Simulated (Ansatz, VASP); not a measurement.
# One calculation of La, two programs

Contents of INCAR:

```
SYSTEM = La
  ALGO = Normal
  EDIFF = 1E-6
  ENCUT = 520
  GGA = RE
  ISIF = 2
  ISMEAR = -1
  LASPH = .TRUE.
  LCHARG = .TRUE.
  LELF = .TRUE.
  LREAL = .FALSE.
  LVHAR = .TRUE.
  LWAVE = .FALSE.
  NBANDS = 18
  NELM = 60
  PREC = Accurate
  SIGMA = 0.1
```

File KPOINTS:

```
k-points
0
G
  9 9 9
  0 0 0
```

The input POSCAR:

```
La
1.0
    0.0000000000      3.3221128755      3.3221128755
    3.3221128755      0.0000000000      3.3221128755
    3.3221128755      3.3221128755      0.0000000000
La
2
Direct
    0.1250000000      0.1250000000      0.1250000000
    0.8750000000      0.8750000000      0.8750000000
```

Input for Ansatz:

```yaml
crystal:
  lattice:
    - [0.0, 3.3221128755, 3.3221128755]
    - [3.3221128755, 0.0, 3.3221128755]
    - [3.3221128755, 3.3221128755, 0.0]
  atoms:
    - { symbol: La, position: [0.125, 0.125, 0.125] }
    - { symbol: La, position: [0.875, 0.875, 0.875] }
hamiltonian:
  xc: revpbe
  pseudopotentials:
    kind: paw
    azcp:
      La: "pseudopotentials/La.paw.azcp"
basis:
  ecutwfc: 420
  fft_grid_basis: typed
kpoints:
  mp_grid: { grid: [9, 9, 9], shift: [0, 0, 0] }
magnetization:
  spin_polarized: false
scf:
  occupations: { method: fermi_dirac, width: 0.1 }
  lower_state_search: "off"
output:
  stress: true
```

Alike in both runs: task single point; functional revPBE; k mesh 9 × 9 × 9; occupations fermi-dirac, width 0.1 eV; no spin polarisation.

```csv
,VASP,Ansatz
version,VASP 6.6.1,Ansatz 0.2.0
potentials or method,"VASP PAW PBE potentials, release 64 (La)","plane waves (420 eV) with PAW, scalar-relativistic"
plane-wave cutoff (eV),520,420
valence electrons in the cell,22,22
```

```tsv
	VASP	Ansatz	Ansatz less VASP
pressure (GPa)	1.7	1.8	+0.08
```

Caveats: the PAW data sets were made with another functional, which shifts forces and pressure a little (VASP). The runs have no spin-orbit coupling, so splittings on La are missing.
